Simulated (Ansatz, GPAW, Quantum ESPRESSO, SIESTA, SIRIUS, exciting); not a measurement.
MgS: programs and potentials compared

```
S Mg
1.0
     0.00000    2.83312    2.83312
     2.83312    0.00000    2.83312
     2.83312    2.83312    0.00000
S Mg
1 1
Direct
  0.25000 0.25000 0.25000
  0.00000 0.00000 0.00000
```

The cell comes from a database or a generator and needn't be the stable form of this composition.

Alike in all runs: task equation of state; functional PBEsol; k mesh 8 × 8 × 8; occupations fermi-dirac, width 0.05 eV; no spin polarisation; no spin-orbit coupling.

| program and potentials | plane-wave cutoff (eV) | notes | equilibrium volume (Å³/atom) | bulk modulus (GPa) |
| --- | --- | --- | --- | --- |
| SIRIUS, PseudoDojo 0.4.1 PBEsol standard (scalar relativistic) | 1152 | - | 22.58 | 57.7 |
| Quantum ESPRESSO, GBRV 1.5 PBEsol | 612 | - | 22.55 | 57.7 |
| SIRIUS, all-electron FP-LAPW, apw+lo standard | - | - | 22.55 | 57.8 |
| Ansatz, all-electron LAPW, scalar-relativistic | - | - | 22.56 | 57.7 |
| GPAW, PAW data sets generated for this functional | 800 | - | 22.60 | 57.9 |
| exciting, all-electron LAPW+lo, shipped species files, valence relativity iora* | - | - | 22.58 | 57.1 |
| SIESTA, files PseudoDojo sr-pbesol-0.4.1-standard, DZP (energy shift 0.003 Ry; two zetas on semicore shells) | - | atomic basis | 23.24 | 54.9 |

The equilibrium volume spans 22.55 (Quantum ESPRESSO, GBRV 1.5 PBEsol) to 23.24 Å³/atom (SIESTA, files PseudoDojo sr-pbesol-0.4.1-standard, DZP (energy shift 0.003 Ry; two zetas on semicore shells)), with all-electron results at 22.55 to 22.58. The bulk modulus spans 54.9 (SIESTA, files PseudoDojo sr-pbesol-0.4.1-standard, DZP (energy shift 0.003 Ry; two zetas on semicore shells)) to 57.9 GPa (GPAW, PAW data sets generated for this functional), with all-electron results at 57.1 to 57.8. The bulk modulus of SIESTA, files PseudoDojo sr-pbesol-0.4.1-standard, DZP (energy shift 0.003 Ry; two zetas on semicore shells) lies far from the others; the cause wasn't traced. Rows in atomic bases carry the error of their basis and grid, which can be large.

Differences between rows come from potentials, basis sets and numerical settings, since the functional is the same but for its coding. Runs on potential files found faulty are left out.
